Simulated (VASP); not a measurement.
Wanted: the native input for a VASP 6.6.1 run.

```yaml
Task: single point
Functional: PBE
Potentials_or_basis: VASP PAW PBE potentials, release 64 (Ge_d, Mg)
Cutoff: 520 eV
k_mesh: 3 × 3 × 3
Occupations: gaussian, width 0.02 eV
Spin: no spin polarisation
Further_INCAR_settings: ALGO = Normal; EDIFF = 1e-06
```

The structure of Mg2Ge lies in POSCAR:

```
Mg2Ge
1.0
    0.0000000000      3.1890000000      3.1890000000
    3.1890000000      0.0000000000      3.1890000000
    3.1890000000      3.1890000000      0.0000000000
Ge Mg
1 2
Direct
    0.0000000000      0.0000000000      0.0000000000
    0.7500000000      0.7500000000      0.7500000000
    0.2500000000      0.2500000000      0.2500000000
```

These files were run (other wordings do the same):

INCAR

```
  PREC = Accurate
  ENCUT = 520
  EDIFF = 1E-6
  ISMEAR = 0
  SIGMA = 0.02
  LREAL = False
  LASPH = True
  NELM = 100
  ALGO = Normal
  ISIF = 2
  LWAVE = False
  LCHARG = False
  GGA = PE
```

KPOINTS

```
Automatic mesh
0
Gamma
  3 3 3
```

Potentials or basis: VASP PAW PBE potentials, release 64 (Ge_d, Mg).

Launch:

```bash
$ cat potpaw_PBE.64/Ge_d/POTCAR potpaw_PBE.64/Mg/POTCAR > POTCAR
$ mpirun -np 1 vasp_std > vasp.out
```

It gave:

The pressure is 0.7 GPa and the band gap on the k mesh is 0.79 eV, indirect (least direct gap 1.04 eV).

Caveat: the k mesh is coarse (spacing up to 0.57 Å⁻¹), so the values aren't converged; an odd mesh through Γ misses points on the zone boundary, where band edges often lie.

It took 4.5 s on 1 thread of Intel(R) Xeon(R) 6975P-C (Granite Rapids), on a shared host, peak memory 0.19 GiB.
